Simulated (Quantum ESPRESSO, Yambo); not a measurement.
# BAs (F-43m): G0W0 with Yambo, start to end, part 3 of 3

Aim: the G0W0 gap of BAs (F-43m) on PBE, step by step.

Quantum ESPRESSO 7.5 and Yambo 5.3.0; PBE and many-body steps on it, plane waves. Known limits of the many-body steps: not at the basis limit; exchange with frozen shells missing; no spin-orbit coupling.

So far. Step 3 (Bands along the symmetry lines): The gap is 1.209 eV, as in the run before at this level. Step 4 (Empty states on the mesh, 6×6×6 mesh, 80 bands): On this mesh the gap is 1.294 eV. The earlier step found 1.209 eV, so this mesh misses an edge.

### 6. Screening and self-energy, 6×6×6 mesh, 80 bands, screening to 142.9 eV

Now the one-shot GW correction: screening in the RPA, then the self-energy of the levels asked for.

This step: G0W0 on PBE, plane waves, norm-conserving pseudopotentials.

File gw1.in:

```
HF_and_locXC
gw0
dyson
ppa
em1d
rim_cut
RandQpts= 1000000
RandGvec= 1 RL
EXXRLvcs= 76 Ry
VXCRLvcs= 304 Ry
Chimod= "HARTREE"
% BndsRnXp
 1 | 80 |
%
NGsBlkXp= 10.5 Ry
% LongDrXp
 1 | 1 | 1 |
%
% GbndRnge
 1 | 80 |
%
DysSolver= "n"
ExtendOut
PPAPntXp= 27.21138 eV
% QPkrange
 1 | 1 | 8 | 11 |
 10 | 10 | 8 | 11 |
%
```

Launch:

```sh
$ OMP_NUM_THREADS=1 mpirun -n 4 yambo -F gw1.in -J gw1 -C gw1 > gw1.log
```

Log:

```text
 Yambo, version 5.3.0

 [02] CORE Variables Setup
 =========================

  [... cell, symmetries and grids as in the set-up ...]

  [02.05] Energies & Occupations
  ==============================

  [X] === General ===
  [X] Electronic Temperature                        :  0.000000  0.000000 [eV K]
  [X] Bosonic    Temperature                        :  0.000000  0.000000 [eV K]
  [X] Finite Temperature mode                       : no
  [X] El. density                                   :  0.66049E+24 [cm-3]
  [X] Fermi Level                                   :  11.34311 [eV]

  [X] === Gaps and Widths ===
  [X] Conduction Band Min                           :  1.294135 [eV]
  [X] Valence Band Max                              :  0.000000 [eV]
  [X] Filled Bands                                  :   9
  [X] Empty Bands                                   :   10   80
  [X] Direct Gap                                    :  3.292229 [eV]
  [X] Direct Gap localized at k                     :  1
  [X] Indirect Gap                                  :  1.294135 [eV]
  [X] Indirect Gap between kpts                     :   1  10
  [X] Last valence band width                       :  4.947480 [eV]
  [X] 1st conduction band width                     :  3.060953 [eV]

 [03] Transferred momenta grid and indexing
 ==========================================

 IBZ Q-points                                      :  16
 BZ  Q-points                                      :  216

 K/Q-points units:
 rlu = crystal or reduced units; cc = cartesian coordinates; iku = interal k-units

 Q [ 1]         [rlu]:  0.000000  0.000000  0.000000
 Q [ 2]         [rlu]: -0.44040E-17 -0.44040E-17  0.16667
 Q [ 3]         [rlu]: -0.88081E-17 -0.88081E-17  0.33333
 Q [ 4]         [rlu]: -0.63303E-17 -0.63303E-17 -0.50000
 Q [ 5]         [rlu]: -0.90023E-17  0.16667      0.16667
 Q [ 6]         [rlu]: -0.14373E-16  0.16667      0.33333
 Q [ 7]         [rlu]:  0.33135E-17  0.16667      0.50000
 Q [ 8]         [rlu]: -0.63303E-17  0.16667     -0.33333
 Q [ 9]         [rlu]:  0.28747E-16  0.16667     -0.16667
 Q [10]         [rlu]: -0.18005E-16  0.33333      0.33333
     [... 4 further rows ...]
 Q [15]         [rlu]:  0.166667  0.333333 -0.333333
 Q [16]         [rlu]:  0.166667 -0.500000 -0.333333

 [04] Coloumb potential Random Integration (RIM)
 ===============================================

  [04.01] RIM initialization
  ==========================

  * Diagonal components only detected *

  8 x (sBL volume)        :  0.049954 [a.u.]
  sBZ random points       :  1000000
  Points outside the sBZ  :   7968281
  RL volume               :  1.348768 [a.u.]
  Integrated volume       :  1.354137 [a.u.]

  [04.02] RIM integrals
  =====================

  Gamma point sphere radius             :  0.066805 [a.u.]
  Points outside the sphere             :   800476
  [Int_sBZ(q=0) 1/q^2]*(Vol_sBZ)^(-1/3) =:  7.776341
                                 should be <:  7.795600

  Summary of Coulomb integrals for non-metallic bands |Q|[au] RIM/Bare

  Q [1] 0.100000E-4 0.997530 * Q [2] 0.200926 1.068930
  Q [5] 0.232009 1.068679 * Q [9] 0.328110 1.029814
  Q [6] 0.384743 1.023420 * Q [3] 0.401851 1.020719
  Q [10] 0.464018 1.017590 * Q [8] 0.505652 1.014476
  Q [14] 0.518788 1.014367 * Q [7] 0.568303 1.012582
  Q [11] 0.602777 1.011829 * Q [4] 0.602777 1.011206
  Q [12] 0.656220 1.010226 * Q [15] 0.686291 1.009617
  Q [13] 0.696026 1.009452 * Q [16] 0.733676 1.008801

 [05] Dipoles
 ============

  [05.01] Setup: observables and procedures
  =========================================

 [06] Dynamic Dielectric Matrix (PPA)
 ====================================

 [WR./gw1//ndb.pp]---------------------------------------------------------------
  Brillouin Zone Q/K grids (IBZ/BZ)                :   16  216   16  216
  RL vectors                                       :  2733 [WF]
  Coulomb cutoff potential                         : none
  Electronic Temperature                           :  0.000000 [K]
  Bosonic    Temperature                           :  0.000000 [K]
  PPA    diel. fun.  energies                      : Perdew, Burke & Ernzerhof(X)+Perdew, Burke & Ernzerhof(C)
  wavefunctions                                    : Perdew, Burke & Ernzerhof(X)+Perdew, Burke & Ernzerhof(C)
  Global Gauge                                     : length
  X matrix size                                    :  137
  X band range                                     :    1   80
  X e/h energy range                               : -1.000000 -1.000000 [eV]
  X Time ordering                                  : R
  X Hxc Kernel                                     : HARTREE
  X Drude frequency                                :  0.000000  0.000000
  X poles                                          :  100.0000 [o/o]
  RL vectors in the sum                            :  2733
  [r,Vnl] included                                 : yes
  Field direction                                  :  0.577350E-5  0.577350E-5  0.577350E-5
  BZ energy Double Grid                            : no
  BZ energy DbGd points                            : 0
  BZ Q point size factor                           : -1.000000
  X Optical Averaged directions                    : none

 [07] Local Exchange-Correlation + Non-Local Fock
 ================================================

 [VXC] Plane waves :  16457
 [EXS] Plane waves :  2109

 QP @ state[ 1 ] K range:  1  1
 QP @ state[ 1 ] b range:   8  11
 QP @ state[ 2 ] K range:  10  10
 QP @ state[ 2 ] b range:   8  11

 [xc] Functional : Perdew, Burke & Ernzerhof(X)+Perdew, Burke & Ernzerhof(C)
 [xc] LIBXC used to calculate xc functional
  PP Number of Atomic Species                      :  2
  NLCC RL compoments                               :  16457
  PP Number of Atomic Species                      :  2
  NLCC RL compoments                               :  16457

 [xc] E_xc :  -12.07688 [Ha]
      E_xc :  -24.15377 [Ry]

  Local XC kind (lXC) : Perdew, Burke & Ernzerhof(X)+Perdew, Burke & Ernzerhof(C)
  Non-Local XC kind (nlXC) : Hartree-Fock

  Corrections @ K [1] :  [eV]
 <8|nlXC|8> = -15.45160 -0.10753E-16 <8|lXC|8> = -13.70138 -0.70757E-16
 <9|nlXC|9> = -15.45161 -0.59685E-17 <9|lXC|9> = -13.70138 -0.18878E-15
 <10|nlXC|10> = -8.482524 -0.12916E-17 <10|lXC|10> = -12.55019  0.28324E-15
 <11|nlXC|11> = -8.482358 -0.11185E-17 <11|lXC|11> = -12.55019 -0.37763E-15

  Corrections @ K [10] :  [eV]
 <8|nlXC|8> = -16.11127 -0.79245E-17 <8|lXC|8> = -12.77969 -0.11801E-15
 <9|nlXC|9> = -16.11164  0.26349E-17 <9|lXC|9> = -12.77969 -0.14158E-15
 <10|nlXC|10> = -7.350570 -0.38118E-17 <10|lXC|10> = -11.35333  0.15932E-19
 <11|nlXC|11> = -6.180059  0.17434E-17 <11|lXC|11> = -10.88801  0.92650E-21

 [08] Dyson equation: Newton solver
 ==================================

  [08.01] G0W0 (W PPA)
  ====================

  [  GW  ] Bands range     :    1   80
  [GW/PPA] G damping       :  0.100000 [eV]

  QP @ state[ 1 ] K range:  1  1
  QP @ state[ 1 ] b range:   8  11
  QP @ state[ 2 ] K range:  10  10
  QP @ state[ 2 ] b range:   8  11

   Sc/G bands                                       :    1   80
   Sc/G damping                                     :  0.100000 ev
   Sc bands terminator                              : no
   Sx RL components                                 :  2109

   QP @ state[ 1 ] K range                          :  1  1
   QP @ state[ 1 ] b range                          :   8  11
   QP @ state[ 2 ] K range                          :  10  10
   QP @ state[ 2 ] b range                          :   8  11
   GF energies kind                                 : Perdew, Burke & Ernzerhof(X)+Perdew, Burke & Ernzerhof(C)
   GF WF`s kind                                     : Perdew, Burke & Ernzerhof(X)+Perdew, Burke & Ernzerhof(C)
   Xs energies kind                                 : Perdew, Burke & Ernzerhof(X)+Perdew, Burke & Ernzerhof(C)
   Xs WF`s kind                                     : Perdew, Burke & Ernzerhof(X)+Perdew, Burke & Ernzerhof(C)

 [11] Game Over & Game summary
```

The job ended after 95 s (4 MPI ranks of Arm Neoverse V1, shared host; peak memory 1.4 GiB).

Numbers from this step:

| Quantity | Value |
| --- | --- |
| G0W0 gap on the points computed | 2.155 eV |
| starting gap on the mesh | 1.294 eV |
| k of the valence top | 0, 0, 0 |
| k of the conduction bottom | 0, 0.3333, 0.3333 |
| least direct G0W0 gap on the computed points | 4.091 eV |
| Z at the valence top | 0.8056 |
| Z at the conduction bottom | 0.8146 |

The gap on the mesh goes from 1.29 eV to 2.15 eV, a correction of +0.86 eV. The start differs from the 1.21 eV found before because the two sample other k points.

Limits: finite bands, cutoff and mesh; exchange with frozen shells missing; no spin-orbit coupling. v1 is the top filled band, c1 the lowest empty one. Levels before and after the correction, in eV, zero at the valence-band top of each column:

|  | conduction bottom | valence top |
| --- | --- | --- |
| Kohn-Sham | 1.29 | 0.00 |
| G0W0 | 2.15 | 0.00 |

|  | level | energy (eV) |
| --- | --- | --- |
| Kohn-Sham | Γ v2-v1 | 0.000 |
| Kohn-Sham | Γ c1-c2 | 3.292 |
| Kohn-Sham | (0 0.333 0.333) v2-v1 | -3.451 |
| Kohn-Sham | (0 0.333 0.333) c1 | 1.294 |
| Kohn-Sham | (0 0.333 0.333) c2 | 3.157 |
| G0W0 | Γ v2-v1 | 0.000 |
| G0W0 | Γ c1-c2 | 4.091 |
| G0W0 | (0 0.333 0.333) v2-v1 | -3.719 |
| G0W0 | (0 0.333 0.333) c1 | 2.155 |
| G0W0 | (0 0.333 0.333) c2 | 4.076 |

### 7. Where the time went

Times are wall times on the hardware named with each run, good to a factor of about two.

| step | time | share | memory (GiB) |
| --- | --- | --- | --- |
| ground state | 4.4 s | 4 % | 0.21 |
| bands along the symmetry lines | 2.7 s | 2 % | 0.18 |
| empty states on the mesh | 5 s | 5 % | 0.22 |
| conversion and set-up | 2.3 s | 2 % | 0.24 |
| screening and self-energy | 95 s | 87 % | 1.4 |

### 8. Summary of results

* PBE gap: 1.21 eV, indirect
* G0W0 gap on the mesh: 2.15 eV
* G0W0 gap over the zone (rigid shift): 2.07 eV
* GW settings: 6×6×6 mesh, 80 bands, screening to 142.9 eV, Godby-Needs plasmon pole
* known limits: not at the basis limit; exchange with frozen shells missing; no spin-orbit coupling

What this shows: G0W0 moves the gap on the mesh from 1.29 eV to 2.15 eV (+0.86 eV), with Z of 0.81 and 0.81 at the edges. The mesh misses the band edges by 0.08 eV in all; a rigid shift gives 2.07 eV for the zone. Only 2 of the mesh's irreducible points were corrected, so a valley elsewhere could overtake. The dearest step here is «screening and self-energy». Against experiment, by G0W0@PBE: the direct gap of 4.09 eV lies −0.03 eV from the measured 4.12 eV (direct, 300 K, 2019); the gap of 2.07 eV lies +0.05 eV from the measured 2.02 eV (indirect, 300 K, 2019); the gap of 2.07 eV lies +0.25 eV from the measured 1.82 eV (indirect, 300 K, 2019). An exciton line or allowed optical edge lies below the quasiparticle gap by the binding energy; a forbidden edge can push the onset above it. The calculation has static nuclei and no excitons; a measured gap holds zero-point and thermal motion, which mostly lowers it. Bands and cutoff are finite, so the gap is not at the basis limit. The miss can reach some tenths of an eV and take either sign; the mesh is an error of its own. In the G0W0 run levels were corrected at 2 k points alone, so a gap called «on the mesh» is the least over those, and an edge elsewhere would be missed. A denser mesh or path gives a starting gap of 1.21 eV: the GW mesh misses a band edge, so its gaps are not the fundamental one. The norm-conserving file of at least one element keeps a d shell over frozen s and p shells of the same row. Exchange with those shells is missing from the self-energy, an error of 0.3 to 0.9 eV in cases checked, whose sign depends on which edge lies on those atoms. The many-body steps are scalar-relativistic: spin-orbit coupling is not in them.

[Paths, hosts, dates, memory and timing lines, banners, echoed tables and standing remarks are left out of the program output.]

[Logs are printed without paths, hosts, clocks, repeated set-up lines and the standing remarks that a program may print on its own settings, such as how far it seeks lower states.]

[Runs of the session that timed out or met a known fault of the program may be left out.]

[Hosts, paths, dates, database ids (printed as entryN), source tags and the programs' standing remarks are cut or masked in the printed files.]
